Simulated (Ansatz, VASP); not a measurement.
**SrCl2: VASP beside Ansatz**

```
Sr Cl
1.0
     0.00000    6.90766   -6.90766
     6.90766    6.90766    0.00000
     6.90766    0.00000   -6.90766
Sr Cl
8 16
Cartesian
  0.0000 3.4538 -3.4538
  3.4538 6.9077 -3.4538
  0.0000 6.9077 -6.9077
  3.4538 10.3615 -6.9077
  3.4538 3.4538 -6.9077
  6.9077 6.9077 -6.9077
  3.4538 6.9077 -10.3615
  6.9077 10.3615 -10.3615
  1.7269 1.7269 -1.7269
  5.1807 5.1807 -1.7269
  1.7269 5.1807 -5.1807
  5.1807 8.6346 -5.1807
  5.1807 1.7269 -5.1807
  8.6346 5.1807 -5.1807
  5.1807 5.1807 -8.6346
  8.6346 8.6346 -8.6346
  5.1807 5.1807 -5.1807
  8.6346 8.6346 -5.1807
  5.1807 8.6346 -8.6346
  8.6346 12.0884 -8.6346
  8.6346 5.1807 -8.6346
  12.0884 8.6346 -8.6346
  8.6346 8.6346 -12.0884
  12.0884 12.0884 -12.0884
```

Alike in both runs: task single point; functional PBEsol; k mesh 2 × 2 × 2; occupations gaussian, width 0.02 eV; no spin polarisation.

|  | VASP | Ansatz |
| --- | --- | --- |
| version | VASP 6.6.1 | Ansatz 0.2.0 |
| potentials or method | VASP PAW PBE potentials, release 64 (Sr_sv, Cl) | scalar-relativistic, plane waves, PAW |
| plane-wave cutoff (eV) | 520 | 420 |
| valence electrons in the cell | 192 | 192 |

Ansatz gave:

```
gap on the k mesh at the Fermi level (eV) : 5.25
least direct gap on the mesh (eV)         : 5.25
pressure (GPa)                            : 0.0
```

Q: Estimate VASP's values.

A: gap on the k mesh at the Fermi level (eV): 5.24; least direct gap on the mesh (eV): 5.24; pressure (GPa): 0.2.

Caveats: the PAW data sets were made with another functional, which shifts forces and pressure a little (VASP).
